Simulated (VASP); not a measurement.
**BN: relaxation of cell and atoms with RPBE**

The system is BN.

```
N B
1.0
     1.25112    0.72234    3.37293
    -1.25112    0.72234    3.37293
     0.00000   -1.44467    3.37293
N B
1 1
Direct
  0.66724 0.66724 0.66724
  0.00033 0.00033 0.00033
```

The cell is a database's computed one.

```json
{
 "Program": "VASP 6.6.1",
 "Task": "relaxation of cell and atoms",
 "Functional": "RPBE",
 "Potentials or basis": "VASP PAW PBE potentials, release 64 (N, B)",
 "Cutoff": "600 eV",
 "k mesh": "12 × 12 × 12",
 "Occupations": "fermi-dirac, width 0.05 eV",
 "Spin": "no spin polarisation",
 "Further INCAR settings": "ALGO = Fast; EDIFF = 1e-06; IBRION = 2; EDIFFG = -0.02; NSW = 60; ISIF = 3"
}
```

```yaml
Relaxed_volume: 11.02 Å³/atom
Relaxed_cell: a = 4.250 Å, b = 4.250 Å, c = 4.250 Å, α = 34.55°, β = 34.55°, γ = 34.55°
Space_group_after_relaxing_to_0.05_Å: R3m (No. 160)
Energy_gained_by_relaxing: 26.4 meV/atom
Ionic_steps: 8
Pressure_after_relaxing: 0.0 GPa
Largest_force_after_relaxing: 0.015 eV/Å
Band_gap_on_the_k_mesh: 4.59 eV, indirect (least direct gap 4.68 eV)
```

Forces on the atoms (eV/Å):
```
N    0.000  0.000  0.015
B    0.000  0.000 -0.015
```

Stress tensor (GPa, compression positive):
```
-0.15  0.00  0.00
 0.00 -0.15  0.00
 0.00  0.00  0.26
```

Step by step:
| step | energy change (eV) | largest force (eV/Å) | pressure (GPa) | volume (Å³) |
| --- | --- | --- | --- | --- |
| 1 | 0.0000 | 0.0033 | 7.36 | 18.29 |
| 2 | 0.0153 | 0.0005 | -8.72 | 19.42 |
| 3 | -0.0105 | 0.0019 | 0.61 | 18.72 |
| 4 | -0.0155 | 0.0032 | 0.57 | 18.93 |
| 5 | -0.0281 | 0.0044 | 0.44 | 19.54 |
| 6 | -0.0452 | 0.0013 | 0.26 | 20.78 |
| 7 | -0.0489 | 0.0294 | -0.43 | 23.24 |
| 8 | -0.0528 | 0.0153 | -0.01 | 22.03 |

Final structure:
```xyz
2
Lattice="1.2621 0.7287 3.9926 -1.2621 0.7287 3.9926 0.0000 -1.4574 3.9926" Properties=species:S:1:pos:R:3 pbc="T T T"
N     0.0000    0.0000    7.9902
B     0.0000    0.0000    0.0058
```

Levels at points of the mesh, in eV from the valence-band top:
| k point | band 2 | band 3 | band 4 | band 5 | band 6 | band 7 |
| --- | --- | --- | --- | --- | --- | --- |
| (0.00, 0.00, 0.00) | -4.70 | -1.34 | -1.34 | 4.79 | 11.45 | 11.45 |
| (0.50, 0.00, 0.00) | -8.82 | -4.07 | -0.78 | 5.06 | 9.51 | 12.69 |
| (0.50, 0.50, 0.00) | -8.79 | -4.08 | -0.97 | 4.59 | 9.66 | 13.50 |
| (0.50, 0.50, 0.50) | -5.45 | -1.34 | -1.34 | 8.49 | 10.48 | 11.44 |

It took 6.6 min on 1 thread of Intel(R) Xeon(R) Platinum 8259CL CPU @ 2.50GHz (Skylake/Cascade Lake), with other jobs on the host, peak memory 0.19 GiB.

Caveat: the volume moved by over 15 % at a fixed basis, so the end points are rough; the PAW data sets were made with another functional, which shifts forces and pressure a little. A k mesh can miss the band edges.
